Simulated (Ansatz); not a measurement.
Crystal: CdSe (Cadmoselite).

```
CELL_PARAMETERS angstrom
4.30000 0.00000 0.00000
-2.15000 3.72391 0.00000
0.00000 0.00000 7.02000
ATOMIC_POSITIONS crystal
Cd 0.66667 0.33333 0.50000
Cd 0.33333 0.66667 0.00000
Se 0.66667 0.33333 0.88500
Se 0.33333 0.66667 0.38500
```

```yaml
Program: Ansatz 0.2.0
Task: relaxation of cell and atoms
Functional: PBEsol
Dispersion: D4
Potentials_or_basis: Ansatz PAW
Cutoff: "420 eV (not typed: the program's choice for these potentials)"
k_mesh: 7 × 7 × 4
Occupations: fermi-dirac, width 0.05 eV
Spin: no spin polarisation
```

At the start: volume 28.10 Å³/atom.

Task: How do energy, volume and symmetry change on relaxing?

Result: It ends after 5 steps and the volume is 27.58 Å³/atom (-1.8 %); space group P6_3mc (No. 186, to 0.05 Å).

Step by step:
| step | energy change (eV) | largest force (eV/Å) | volume (Å³) |
| --- | --- | --- | --- |
| 1 | 0.0000 | 0.2648 | 112.41 |
| 2 | -0.0223 | 0.0396 | 109.26 |
| 3 | -0.0250 | 0.0109 | 110.47 |
| 4 | -0.0252 | 0.0007 | 110.33 |
| 5 | -0.0248 | 0.0007 | 110.33 |

Final structure:
```cif
data_structure
_symmetry_space_group_name_H-M 'P 1'
_symmetry_Int_Tables_number 1
_cell_length_a 4.2734
_cell_length_b 4.2734
_cell_length_c 6.9763
_cell_angle_alpha 90.000
_cell_angle_beta 90.000
_cell_angle_gamma 120.000
_cell_volume 110.33
loop_
_atom_site_label
_atom_site_type_symbol
_atom_site_fract_x
_atom_site_fract_y
_atom_site_fract_z
_atom_site_occupancy
Cd1 Cd 0.66667 0.33333 0.50470 1
Cd2 Cd 0.33333 0.66667 0.00470 1
Se1 Se 0.66667 0.33333 0.88030 1
Se2 Se 0.33333 0.66667 0.38030 1
```

Caveat: the plane-wave basis is chosen anew once the cell has moved, so the energies of steps on either side of that aren't comparable; the PAW data sets come from PBE, with cores solved anew for the run's functional, which leaves a small shift of forces and pressure.
